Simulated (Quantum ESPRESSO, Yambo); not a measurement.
# AlAs (F-43m): a self-consistent loop beyond G0W0, cycle by cycle, part 2 of 2

Aim: iterate the self-energy on AlAs (F-43m) and follow the gap from cycle to cycle.

Quantum ESPRESSO 7.5 and Yambo 5.3.0; PBE and many-body steps on it, plane waves. Known limits of the many-body steps: not at the basis limit; no spin-orbit coupling; coarse k mesh.

So far. Step 4 (G0W0): The gap on the mesh goes from 1.44 eV to 1.96 eV, a correction of +0.52 eV. Step 5 (evGW0, cycle 1): Against G0W0 in Yambo (4×4×4 mesh, 115 bands, screening to 197.3 eV, Godby-Needs plasmon pole), the gap moves by +0.064 eV.

### 6. evGW0, cycle 2

Level of this step: evGW0 on PBE, plane waves, norm-conserving pseudopotentials (Yambo).

The corrected levels of the last cycle go back in.

gw3.in reads:

```
HF_and_locXC
gw0
dyson
ppa
em1d
rim_cut
RandQpts= 1000000
RandGvec= 1 RL
EXXRLvcs= 100 Ry
VXCRLvcs= 400 Ry
Chimod= "HARTREE"
% BndsRnXp
 1 | 115 |
%
NGsBlkXp= 14.5 Ry
% LongDrXp
 1 | 1 | 1 |
%
% GbndRnge
 1 | 115 |
%
DysSolver= "n"
ExtendOut
PPAPntXp= 27.21138 eV
% QPkrange
 1 | 8 | 10 | 17 |
%
GfnQPdb= "E < ./gw2_fix/ndb.QP"
```

The run is started by

```sh
> OMP_NUM_THREADS=1 mpirun -n 4 yambo -F gw3.in -J gw3,gw1_W -C gw3 > gw3.log
```

What it wrote:

```text
 Yambo, version 5.3.0

 [02] CORE Variables Setup
 =========================

  [... cell, symmetries and grids as in the set-up ...]

  [02.05] Energies & Occupations
  ==============================

  [X] === General ===
  [X] Electronic Temperature                        :  0.000000  0.000000 [eV K]
  [X] Bosonic    Temperature                        :  0.000000  0.000000 [eV K]
  [X] Finite Temperature mode                       : no
  [X] El. density                                   :  0.57332E+24 [cm-3]
[...]
Sx RL components                                 :   5161

   QP @ state[ 1 ] K range                          :   1   8
   QP @ state[ 1 ] b range                          :  10  17
   GF energies kind                                 : Perdew, Burke & Ernzerhof(X)+Perdew, Burke & Ernzerhof(C)+ E < ./gw1/ndb.QP + @E Fit+ E < ./gw2_fix/
   GF WF`s kind                                     : Perdew, Burke & Ernzerhof(X)+Perdew, Burke & Ernzerhof(C)
   Xs energies kind                                 : Perdew, Burke & Ernzerhof(X)+Perdew, Burke & Ernzerhof(C)
   Xs WF`s kind                                     : Perdew, Burke & Ernzerhof(X)+Perdew, Burke & Ernzerhof(C)

 [13] Game Over & Game summary
```

The job ended after 7.5 min (4 MPI ranks of Arm Neoverse V1, shared host; peak memory 1.9 GiB; 30 min of CPU time).

This step gave:

| Quantity | Value |
| --- | --- |
| quasiparticle gap on the mesh | 2.028 eV |
| gap of the density functional on the mesh | 1.438 eV |
| k of the valence top | 0, 0, 0 |
| k of the conduction bottom | 0, -0.5, -0.5 |
| least direct quasiparticle gap on the computed points | 2.921 eV |

Against the cycle before, the gap moves by +0.007 eV.

The program's own table gives 2.136 eV, which is too large where the input levels are shifted: this version takes Σc at the unshifted level E₀, yet steps from the shifted one. The value above is the Newton step from E₀, E₀ + Z(Σc + Σx − Vxc), rebuilt from the printed columns.

### 7. evGW, cycle 1

This step: evGW on PBE, plane waves, norm-conserving pseudopotentials.

gw4.in, as its differences from gw3.in of step 6:

```diff
@@ -27,2 +27,3 @@
 %
-GfnQPdb= "E < ./gw2_fix/ndb.QP"
+GfnQPdb= "E < ./gw1/ndb.QP"
+XfnQPdb= "E < ./gw1/ndb.QP"
```

The run is started by

```sh
> OMP_NUM_THREADS=1 mpirun -n 4 yambo -F gw4.in -J gw4 -C gw4 > gw4.log
```

What it wrote:

```text
 Yambo, version 5.3.0

 [02] CORE Variables Setup
 =========================

  [... cell, symmetries and grids as in the set-up ...]

  [02.05] Energies & Occupations
  ==============================

  [X] === General ===
  [X] Electronic Temperature                        :  0.000000  0.000000 [eV K]
  [X] Bosonic    Temperature                        :  0.000000  0.000000 [eV K]
  [X] Finite Temperature mode                       : no
  [X] El. density                                   :  0.57332E+24 [cm-3]
[...]
Sx RL components                                 :   5161

   QP @ state[ 1 ] K range                          :   1   8
   QP @ state[ 1 ] b range                          :  10  17
   GF energies kind                                 : Perdew, Burke & Ernzerhof(X)+Perdew, Burke & Ernzerhof(C)+ E < ./gw1/ndb.QP + @E Fit
   GF WF`s kind                                     : Perdew, Burke & Ernzerhof(X)+Perdew, Burke & Ernzerhof(C)
   Xs energies kind                                 : Perdew, Burke & Ernzerhof(X)+Perdew, Burke & Ernzerhof(C)
   Xs WF`s kind                                     : Perdew, Burke & Ernzerhof(X)+Perdew, Burke & Ernzerhof(C)

 [15] Game Over & Game summary
```

Run time: 8.5 min. Hardware: 4 MPI ranks; peak memory 2 GiB.

Numbers from this step:

- quasiparticle gap on the mesh: 2.116 eV
- gap of the density functional on the mesh: 1.438 eV
- k of the valence top: 0, 0, 0
- k of the conduction bottom: 0, -0.5, -0.5
- least direct quasiparticle gap on the computed points: 3.006 eV

Against G0W0 in Yambo (4×4×4 mesh, 115 bands, screening to 197.3 eV, Godby-Needs plasmon pole), the gap moves by +0.159 eV.

The program's own table gives 2.208 eV, which is too large where the input levels are shifted: this version takes Σc at the unshifted level E₀, yet steps from the shifted one. The value above is the Newton step from E₀, E₀ + Z(Σc + Σx − Vxc), rebuilt from the printed columns.

### 8. evGW, cycle 2

gw5.in, as its differences from gw4.in of step 7:

```diff
@@ -27,3 +27,3 @@
 %
-GfnQPdb= "E < ./gw1/ndb.QP"
-XfnQPdb= "E < ./gw1/ndb.QP"
+GfnQPdb= "E < ./gw4_fix/ndb.QP"
+XfnQPdb= "E < ./gw4_fix/ndb.QP"
```

The run is started by

```sh
> OMP_NUM_THREADS=1 mpirun -n 4 yambo -F gw5.in -J gw5 -C gw5 > gw5.log
```

What it wrote:

```text
 Yambo, version 5.3.0

 [02] CORE Variables Setup
 =========================

  [... cell, symmetries and grids as in the set-up ...]

  [02.05] Energies & Occupations
  ==============================

  [X] === General ===
  [X] Electronic Temperature                        :  0.000000  0.000000 [eV K]
  [X] Bosonic    Temperature                        :  0.000000  0.000000 [eV K]
  [X] Finite Temperature mode                       : no
  [X] El. density                                   :  0.57332E+24 [cm-3]
[...]
Sx RL components                                 :   5161

   QP @ state[ 1 ] K range                          :   1   8
   QP @ state[ 1 ] b range                          :  10  17
   GF energies kind                                 : Perdew, Burke & Ernzerhof(X)+Perdew, Burke & Ernzerhof(C)+ E < ./gw1/ndb.QP + @E Fit+ E < ./gw4_fix/
   GF WF`s kind                                     : Perdew, Burke & Ernzerhof(X)+Perdew, Burke & Ernzerhof(C)
   Xs energies kind                                 : Perdew, Burke & Ernzerhof(X)+Perdew, Burke & Ernzerhof(C)
   Xs WF`s kind                                     : Perdew, Burke & Ernzerhof(X)+Perdew, Burke & Ernzerhof(C)

 [15] Game Over & Game summary
```

Wall time 8.6 min (4 MPI ranks); peak memory 2 GiB; 34 min of CPU time.

This step gave:

```
quasiparticle gap on the mesh                         : 2.160 eV
gap of the density functional on the mesh             : 1.438 eV
k of the valence top                                  : 0, 0, 0
k of the conduction bottom                            : 0, -0.5, -0.5
least direct quasiparticle gap on the computed points : 3.056 eV
```

Against the cycle before, the gap moves by +0.044 eV.

The program's own table gives 2.276 eV, which is too large where the input levels are shifted: this version takes Σc at the unshifted level E₀, yet steps from the shifted one. The value above is the Newton step from E₀, E₀ + Z(Σc + Σx − Vxc), rebuilt from the printed columns.

### 9. evGW, cycle 3

gw6.in, as its differences from gw5.in of step 8:

```diff
@@ -27,3 +27,3 @@
 %
-GfnQPdb= "E < ./gw4_fix/ndb.QP"
-XfnQPdb= "E < ./gw4_fix/ndb.QP"
+GfnQPdb= "E < ./gw5_fix/ndb.QP"
+XfnQPdb= "E < ./gw5_fix/ndb.QP"
```

The run is started by

```sh
> OMP_NUM_THREADS=1 mpirun -n 4 yambo -F gw6.in -J gw6 -C gw6 > gw6.log
```

What it wrote:

```text
 Yambo, version 5.3.0

 [02] CORE Variables Setup
 =========================

  [... cell, symmetries and grids as in the set-up ...]

  [02.05] Energies & Occupations
  ==============================

  [X] === General ===
  [X] Electronic Temperature                        :  0.000000  0.000000 [eV K]
  [X] Bosonic    Temperature                        :  0.000000  0.000000 [eV K]
  [X] Finite Temperature mode                       : no
  [X] El. density                                   :  0.57332E+24 [cm-3]
[...]
Sx RL components                                 :   5161

   QP @ state[ 1 ] K range                          :   1   8
   QP @ state[ 1 ] b range                          :  10  17
   GF energies kind                                 : Perdew, Burke & Ernzerhof(X)+Perdew, Burke & Ernzerhof(C)+ E < ./gw1/ndb.QP + @E Fit+ E < ./gw4_fix/
   GF WF`s kind                                     : Perdew, Burke & Ernzerhof(X)+Perdew, Burke & Ernzerhof(C)
   Xs energies kind                                 : Perdew, Burke & Ernzerhof(X)+Perdew, Burke & Ernzerhof(C)
   Xs WF`s kind                                     : Perdew, Burke & Ernzerhof(X)+Perdew, Burke & Ernzerhof(C)

 [15] Game Over & Game summary
```

Wall time 8.4 min (4 MPI ranks); peak memory 2 GiB.

This step gave:

| Item | Value |
| --- | --- |
| quasiparticle gap on the mesh | 2.173 eV |
| gap of the density functional on the mesh | 1.438 eV |
| k of the valence top | 0, 0, 0 |
| k of the conduction bottom | 0, -0.5, -0.5 |
| least direct quasiparticle gap on the computed points | 3.070 eV |

Against the cycle before, the gap moves by +0.013 eV.

The program's own table gives 2.295 eV, which is too large where the input levels are shifted: this version takes Σc at the unshifted level E₀, yet steps from the shifted one. The value above is the Newton step from E₀, E₀ + Z(Σc + Σx − Vxc), rebuilt from the printed columns.

### 10. evGW, cycle 4

gw7.in, as its differences from gw6.in of step 9:

```diff
@@ -27,3 +27,3 @@
 %
-GfnQPdb= "E < ./gw5_fix/ndb.QP"
-XfnQPdb= "E < ./gw5_fix/ndb.QP"
+GfnQPdb= "E < ./gw6_fix/ndb.QP"
+XfnQPdb= "E < ./gw6_fix/ndb.QP"
```

The run is started by

```sh
> OMP_NUM_THREADS=1 mpirun -n 4 yambo -F gw7.in -J gw7 -C gw7 > gw7.log
```

What it wrote:

```text
 Yambo, version 5.3.0

 [02] CORE Variables Setup
 =========================

  [... cell, symmetries and grids as in the set-up ...]

  [02.05] Energies & Occupations
  ==============================

  [X] === General ===
  [X] Electronic Temperature                        :  0.000000  0.000000 [eV K]
  [X] Bosonic    Temperature                        :  0.000000  0.000000 [eV K]
  [X] Finite Temperature mode                       : no
  [X] El. density                                   :  0.57332E+24 [cm-3]
[...]
Sx RL components                                 :   5161

   QP @ state[ 1 ] K range                          :   1   8
   QP @ state[ 1 ] b range                          :  10  17
   GF energies kind                                 : Perdew, Burke & Ernzerhof(X)+Perdew, Burke & Ernzerhof(C)+ E < ./gw1/ndb.QP + @E Fit+ E < ./gw4_fix/
   GF WF`s kind                                     : Perdew, Burke & Ernzerhof(X)+Perdew, Burke & Ernzerhof(C)
   Xs energies kind                                 : Perdew, Burke & Ernzerhof(X)+Perdew, Burke & Ernzerhof(C)
   Xs WF`s kind                                     : Perdew, Burke & Ernzerhof(X)+Perdew, Burke & Ernzerhof(C)

 [15] Game Over & Game summary
```

Run time: 8.4 min. Hardware: 4 MPI ranks; peak memory 2 GiB.

Numbers from this step:

```
quasiparticle gap on the mesh                         : 2.177 eV
gap of the density functional on the mesh             : 1.438 eV
k of the valence top                                  : 0, 0, 0
k of the conduction bottom                            : 0, -0.5, -0.5
least direct quasiparticle gap on the computed points : 3.075 eV
```

Against the cycle before, the gap moves by +0.004 eV.

The program's own table gives 2.301 eV, which is too large where the input levels are shifted: this version takes Σc at the unshifted level E₀, yet steps from the shifted one. The value above is the Newton step from E₀, E₀ + Z(Σc + Σx − Vxc), rebuilt from the printed columns.

### 11. Side by side

Times are wall times on 4 MPI ranks of Arm Neoverse V1, shared host, good to a factor of about two.

| run | mesh | bands | screening cutoff (eV) | DFT gap (eV) | gap on the mesh (eV) | direct (eV) | time |
| --- | --- | --- | --- | --- | --- | --- | --- |
| G0W0 | 4×4×4 | 115 | 197.3 | 1.438 | 1.957 | 2.821 | 8.4 min |
| evGW0, cycle 1 | 4×4×4 | 115 | 197.3 | 1.438 | 2.021 | 2.910 | 7.5 min |
| evGW0, cycle 2 | 4×4×4 | 115 | 197.3 | 1.438 | 2.028 | 2.921 | 7.5 min |
| evGW, cycle 1 | 4×4×4 | 115 | 197.3 | 1.438 | 2.116 | 3.006 | 8.5 min |
| evGW, cycle 2 | 4×4×4 | 115 | 197.3 | 1.438 | 2.160 | 3.056 | 8.6 min |
| evGW, cycle 3 | 4×4×4 | 115 | 197.3 | 1.438 | 2.173 | 3.070 | 8.4 min |
| evGW, cycle 4 | 4×4×4 | 115 | 197.3 | 1.438 | 2.177 | 3.075 | 8.4 min |

### 12. What came out

| Item | Value |
| --- | --- |
| G0W0 | 1.957 eV |
| evGW0, cycle 1 | 2.021 eV |
| evGW0, cycle 2 | 2.028 eV |
| evGW, cycle 1 | 2.116 eV |
| evGW, cycle 2 | 2.160 eV |
| evGW, cycle 3 | 2.173 eV |
| evGW, cycle 4 | 2.177 eV |
| known limits | not at the basis limit; no spin-orbit coupling; coarse k mesh |

evGW0 ends at 2.03 eV, +0.07 eV from G0W0, after 2 cycles that took 15 min beside the first screening; the last moved the gap by 0.007 eV. evGW ends at 2.18 eV, +0.22 eV from G0W0, after 4 cycles that took 34 min beside the first screening; the last moved the gap by 0.004 eV. Against experiment, by evGW, cycle 4: the direct gap of 3.07 eV lies +0.06 eV from the measured 3.018 eV (direct, 300 K, quoted 2023). An exciton line or allowed optical edge lies below the quasiparticle gap by the binding energy; a forbidden edge can push the onset above it. These are gaps on the mesh, at modest bands and cutoff. The calculation has static nuclei and no excitons; a measured gap holds zero-point and thermal motion, which mostly lowers it. Bands and cutoff are finite, so the gap is not at the basis limit. The miss can reach some tenths of an eV and take either sign; the mesh is an error of its own. The 4×4×4 mesh is coarse for this cell, which bears on the long-range parts of exchange and screening. The many-body steps are scalar-relativistic: spin-orbit coupling is not in them.

[Paths, hosts, dates, memory and timing lines, banners, echoed tables and standing remarks are left out of the program output.]

[Logs are printed without paths, hosts, clocks, repeated set-up lines and the standing remarks that a program may print on its own settings, such as how far it seeks lower states.]

[Runs of the session that timed out or met a known fault of the program may be left out.]

[Hosts, paths, dates, database ids (printed as entryN), source tags and the programs' standing remarks are cut or masked in the printed files.]
